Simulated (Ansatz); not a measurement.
## Point defect: W on a Se site in WSe2

Method: Ansatz, DFT PBE+D3(BJ), scalar-relativistic, plane waves, PAW. Settings: 420 eV cutoff, 2×2×2 k-mesh, Gaussian smearing of 0.01 eV, collinear spin in charge +1 alone.

Host crystal, relaxed:

```
W Se
1.0
     3.27904    0.00000    0.00000
    -1.63952    2.83973    0.00000
     0.00000    0.00000   12.79282
W Se
2 4
Direct
  0.66667 0.33333 0.25002
  0.33333 0.66667 0.74998
  0.33333 0.66667 0.38168
  0.66667 0.33333 0.88164
  0.33333 0.66667 0.11836
  0.66667 0.33333 0.61832
```

Supercell of 42 atoms, rows in host cell vectors: 3 1 0; -2 -3 0; 0 0 -1. Atoms relax at the host's cell, keeping the symmetry that the supercell leaves at the site. The cell is small, so energies carry finite-size errors of tenths of an eV. The host's Kohn–Sham gap is 0.87 eV. Atoms are taken from and returned to the elements' standard states. Charged cells are corrected for image charges with the computed static dielectric tensor (mean 13.2) and aligned with the host's potential at far atoms (alignment terms reach 0.06 eV). No band-filling term is added, and the Fermi level counts from the host's valence band top.

Spin-orbit coupling is left out, which matters for the bands and energies of heavy elements.

Defect: W on a Se site at (0.333, 0.667, 0.382) of the host cell.

Task: What is the formation energy of the neutral defect?

Result: 5.99 eV.

Task: Does the neutral defect carry a moment, and how do its surroundings relax?

Result: The neutral run had no spin polarisation, so a moment wasn't tested. The nearest neighbours before are 3 W at 2.53 Å; after relaxation the atoms near the site are 3 W at 2.57 Å; the largest move is 0.20 Å.

Task: Charges +1, 0 were computed. Which is stable where in the gap?

Result: Among the charges computed the stable one is +1 at the valence band top, changing to 0 at 0.70 eV. In charge +1, 0 the cell has partly filled bands: a level of the defect may be part filled, the carrier may sit in the host's bands, or levels may cross between the k points, so transitions that involve it are doubtful. Levels between neighbouring charges: (+1/0) 0.70 eV.